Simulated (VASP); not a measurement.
# AlPt: core levels with PBEsol

AlPt:

```
Al Pt
1.0
     0.00000    4.87893    4.87893
     4.87893    0.00000    4.87893
     4.87893    4.87893    0.00000
Al Pt
8 8
Direct
  0.42202 0.42202 0.42202
  0.92202 0.92202 0.92202
  0.92202 0.42202 0.23395
  0.42202 0.92202 0.73395
  0.23395 0.92202 0.42202
  0.73395 0.42202 0.92202
  0.42202 0.23395 0.92202
  0.92202 0.73395 0.42202
  0.07753 0.07753 0.07753
  0.57753 0.57753 0.57753
  0.57753 0.07753 0.26741
  0.07753 0.57753 0.76741
  0.26741 0.57753 0.07753
  0.76741 0.07753 0.57753
  0.07753 0.26741 0.57753
  0.57753 0.76741 0.07753
```

The cell is a database's computed one.

```
Program                : VASP 6.6.1
Task                   : core levels
Functional             : PBEsol
Potentials or basis    : VASP PAW PBE potentials, release 64 (Al, Pt)
Cutoff                 : 300 eV
k mesh                 : 6 × 6 × 6
Occupations            : methfessel-paxton, width 0.1 eV
Spin                   : no spin polarisation
Further INCAR settings : ALGO = Fast; EDIFF = 1e-06
```

```json
{
  "Pressure": "-1.6 GPa",
  "Largest force": "0.049 eV/Å",
  "Band gap on the k mesh": "none (metal or under the smearing width)"
}
```

Forces in eV/Å, atoms in the order of the input:
```
Al   0.002  0.002  0.002
Al   0.002  0.002  0.002
Al  -0.002 -0.002  0.002
Al  -0.002 -0.002  0.002
Al   0.002 -0.002 -0.002
Al   0.002 -0.002 -0.002
Al  -0.002  0.002 -0.002
Al  -0.002  0.002 -0.002
Pt  -0.028 -0.028 -0.028
Pt  -0.028 -0.028 -0.028
Pt   0.028  0.028 -0.028
Pt   0.028  0.028 -0.028
Pt  -0.028  0.028  0.028
Pt  -0.028  0.028  0.028
Pt   0.028 -0.028  0.028
Pt   0.028 -0.028  0.028
```

Levels at points of the mesh, in eV from the Fermi level:
```
           k point  band 49  band 50  band 51  band 52  band 53  band 54  band 55  band 56
(0.00, 0.00, 0.00)    -0.80    -0.80    -0.80    -0.80    -0.22    -0.22    -0.22     4.19
(0.50, 0.00, 0.00)    -0.83    -0.83    -0.34    -0.34     0.75     0.75     2.55     2.55
(0.50, 0.50, 0.00)    -0.68    -0.68     0.36     0.36     1.22     1.22     1.30     1.30
```

Core levels (eV, on the scale of the bands):
```csv
atom,levels
1 Al,"1s -1495.4, 2s -92.7, 2p -54.1"
2 Al,"1s -1495.4, 2s -92.7, 2p -54.1"
3 Al,"1s -1495.4, 2s -92.7, 2p -54.1"
4 Al,"1s -1495.4, 2s -92.7, 2p -54.1"
5 Al,"1s -1495.4, 2s -92.7, 2p -54.1"
6 Al,"1s -1495.4, 2s -92.7, 2p -54.1"
```

Run time: 47 s on 4 MPI ranks on Intel(R) Xeon(R) Platinum 8375C CPU @ 2.90GHz (Ice Lake), on a shared host, peak memory 0.28 GiB a rank.

Caveat: the PAW data sets were made with another functional, which shifts forces and pressure a little. The run has no spin-orbit coupling, so splittings on Pt are missing.
